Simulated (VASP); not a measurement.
Input of a VASP 6.6.1 run:

Contents of INCAR:

```
PREC = Accurate
ENCUT = 600
EDIFF = 1E-7
ISMEAR = 0
SIGMA = 0.03
LREAL = F
LASPH = T
NELM = 80
ALGO = Normal
ISIF = 3
LWAVE = F
LCHARG = F
GGA = PS
IBRION = 2
NSW = 90
EDIFFG = -0.005
```

File KPOINTS:

```
regular mesh
0
Gamma
  12 12 12
```

Contents of POSCAR:

```
SiC                                     
1.0
    0.0000000000      2.0187455331      2.0187455331
    2.0187455331     -0.0000000000      2.0187455331
    2.0187455331      2.0187455331     -0.0000000000
  Si              C             
     1     1
Direct
     0.0000000000000000    0.0000000000000000    1.0000000000000000
     0.5000000000000000    0.5000000000000000    0.5000000000000000
```

Potentials or basis: VASP PAW PBE potentials, release 64 (Si, C).

Launch:

```console
$ cat potpaw_PBE.64/Si/POTCAR potpaw_PBE.64/C/POTCAR > POTCAR
$ mpirun -np 1 vasp_std > vasp.out
```

Question: What does it give for the relaxed cell?

Answer: a = 2.856 Å, b = 2.856 Å, c = 2.856 Å, α = 60.00°, β = 60.00°, γ = 60.00°.

Question: Predict the relaxed volume.

Answer: 8.23 Å³/atom.

Question: Estimate the band gap on the k mesh.

Answer: None (metal or under the smearing width).

Final structure:
```cif
data_structure
_symmetry_space_group_name_H-M 'P 1'
_symmetry_Int_Tables_number 1
_cell_length_a 2.8556
_cell_length_b 2.8556
_cell_length_c 2.8556
_cell_angle_alpha 60.000
_cell_angle_beta 60.000
_cell_angle_gamma 60.000
_cell_volume 16.47
loop_
_atom_site_label
_atom_site_type_symbol
_atom_site_fract_x
_atom_site_fract_y
_atom_site_fract_z
_atom_site_occupancy
Si1 Si 0.00000 0.00000 0.00000 1
C1 C 0.50000 0.50000 0.50000 1
```

Caveat: the PAW data sets were made with another functional, which shifts forces and pressure a little.
